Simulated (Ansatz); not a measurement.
**CaSe (wurtzite type): how the settings move a single-point run**

How sensitive is a single-point run of CaSe (wurtzite type) to its settings? A reference run comes first, then one run with altered input.

Computed with Ansatz 0.2.0 (reference: DFT, PBE, all-electron LAPW, scalar-relativistic, unless a step's input says otherwise).

### 1 The system as given

The structure is hexagonal, space group P6_3/mmc (No. 194). Conventional cell: a = 5.030 Å, b = 5.030 Å, c = 5.893 Å, α = 90.00°, β = 90.00°, γ = 120.00°. Around Ca (site symmetry -6m2) lie 5 Se at 2.90 to 2.95 Å. Around Se (site symmetry -6m2) lie 5 Ca at 2.90 to 2.95 Å.

As a file:

```xyz
4
Lattice="5.0298 0.0000 0.0000 -2.5149 4.3559 0.0000 0.0000 0.0000 5.8929" Properties=species:S:1:pos:R:3 pbc="T T T"
Ca    0.0000    2.9039   -0.3647
Ca    2.5149    1.4520    2.5817
Se    0.0000    2.9039    2.5804
Se    2.5149    1.4520    5.5268
```

### 2 Baseline

input.yaml

```yaml
crystal:
  lattice:
    - [5.029752977, 0.0, 0.0]
    - [-2.5148764886, 4.3558938529, 0.0]
    - [0.0, 0.0, 5.8928614638]
  atoms:
    - { symbol: Ca, position: [0.3333333333, 0.6666666667, -0.0618874245] }
    - { symbol: Ca, position: [0.6666666667, 0.3333333333, 0.4381125755] }
    - { symbol: Se, position: [0.3333333333, 0.6666666667, 0.4378874245] }
    - { symbol: Se, position: [0.6666666667, 0.3333333333, 0.9378874245] }
kpoints:
  mp_grid: { grid: [9, 9, 5] }
  band_path:
    path:
      - [0.0, 0.0, 0.0]
      - [0.5, 0.0, 0.0]
      - [0.3333333333, 0.3333333333, 0.0]
      - [0.0, 0.0, 0.0]
      - [0.0, 0.0, 0.5]
      - [0.5, 0.0, 0.5]
      - [0.3333333333, 0.3333333333, 0.5]
      - [0.0, 0.0, 0.5]
      - [0.5, 0.0, 0.5]
    npoints: 8
scf:
  occupations: { method: fermi_dirac, width: 0.05 }
hamiltonian:
  xc: pbe
  pseudopotentials: { kind: all_electron, lapw: { basis_error: 0.001 } }
output:
  forces: true
  stress: true
  eigenvalues: true
  populations: true
  dos: { projected: true, de: 0.2, e_range: [-14, 8] }
```

The run is started by

```bash
$ ansatz run input.yaml --threads 1 --pin off --max-ram 3072MiB --backend cpu --events-out ev --progress --plain --runs-dir out
```

### 3 Variant: xc lda

input.yaml, as its differences from that of step 2:

```diff
@@ -27,3 +27,3 @@
 hamiltonian:
-  xc: pbe
+  xc: lda
   pseudopotentials: { kind: all_electron, lapw: { basis_error: 0.001 } }
@@ -34,2 +34 @@
   populations: true
-  dos: { projected: true, de: 0.2, e_range: [-14, 8] }
```

Q: Predict the outcome of this session. Wanted: for each run, ending; energy change; pressure; gap; force.

As calculated:

```csv
run,ending,energy change,pressure (GPa),gap (eV),force (eV/Å),cycles,time
reference,converged,-,0.0,2.48,0.00,9,33 s
1: xc lda,converged,not comparable,-3.1,2.27,0.00,9,33 s
```

Times don't compare one to one where runs were asked for different outputs or read a saved state (see the inputs); cycles may leave out searches for a lower state.

Residual by cycle in the longest SCF loop of each run; runs are numbered as in the table. The quantity is the density residual dr2, in eV.

```csv
cycle,reference,run 1
1,2.04,1.96
2,0.571,0.517
3,0.134,0.128
4,0.00594,0.00509
5,0.00118,9.1e-4
6,1.4e-4,9.7e-5
7,1.1e-5,7.4e-6
8,2.4e-7,1.2e-7
9,2.2e-8,9.0e-9
```

A change of functional puts the total energy on another scale; the pressure goes from 0.0 to -3.1 GPa and the gap on the mesh goes from 2.48 to 2.27 eV. At this fixed cell a lower pressure means that this functional prefers a smaller volume than the reference.

The gaps are Kohn-Sham values of a semilocal functional, not quasiparticle or optical gaps. Such gaps usually fall short of the measured ones.
